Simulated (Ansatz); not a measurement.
Computed with DFT PBE, scalar-relativistic, plane waves, PAW (Ansatz). All cells share a 420 eV cutoff and Γ-centred k meshes spaced at most about 0.3 Å⁻¹ (about 0.25 or finer for metals, 2π included). No spin polarisation.

The zero of energy is the elements' standard structures at the same level; no fitted shifts are applied.

Temperature and zero-point effects are left out. Larger cells and other orderings weren't all tried, so the list isn't exhaustive. Spin–orbit coupling, which can matter for Sb, is left out. The zero gap may come from the functional, which often closes small gaps. The reference form of As is held partly by dispersion forces, which this level lacks.

A search for In3SbAs2 gave 5 distinct relaxed structures. Coordination counts As or Sb atoms around In (for each partner element, those within 1.25 times its shortest distance or 1.15 times the sum of covalent radii, where it is the nearest in units of that sum or under 1.3; the shortest distance is added where it exceeds 1.18 times the sum of covalent radii; a slash parts the counts of unlike sites). Cells relaxed within their symmetry can be saddle points.

Question: What is the best candidate for In3SbAs2?

Answer: The one with Sb and As ordered on zinc blende sites, space group P3m1 (No. 156), reached from: Sb and As ordered on zinc blende sites. It has a = 4.481 Å, c = 10.991 Å, 31.9 Å³/atom, no gap on the mesh. In on its first site has 4 As at 2.69–2.72 Å; In on its second site has 3 As at 2.72 Å and 1 Sb at 2.87 Å; around Sb lie 4 In at 2.80–2.87 Å; As on its first site is surrounded by 4 In at 2.69–2.72 Å; 2 more sites not described. Its energy over the elements is −0.18 eV/atom. It lies below the elements, which doesn't yet make it stable against other compounds or structures. An observed structure of this formula, if there is one, may be missing.

```
CELL_PARAMETERS angstrom
4.48101 0.00000 0.00000
-2.24050 3.88066 0.00000
0.00000 0.00000 10.99113
ATOMIC_POSITIONS crystal
In 0.00000 0.00000 0.00025
In 0.33333 0.66667 0.67895
In 0.66667 0.33333 0.31995
Sb 0.33333 0.66667 0.41821
As 0.00000 0.00000 0.75587
As 0.66667 0.33333 0.07677
```

Question: How much higher is the P6_3mc structure with 31.8 Å³/atom and coordination In 4 (reached from: Sb and As ordered on wurtzite sites)?

Answer: 10 meV/atom. It has no gap on its mesh.

Question: How much higher is the P2/m structure with 25.6 Å³/atom and coordination In 2/4 from 3.2 Å (reached from: As/Sb ordered on a cell of InSb, changed on relaxing)?

Answer: 279 meV/atom. It has no gap on its mesh. It holds Sb–Sb chains (shortest 3.01 Å).
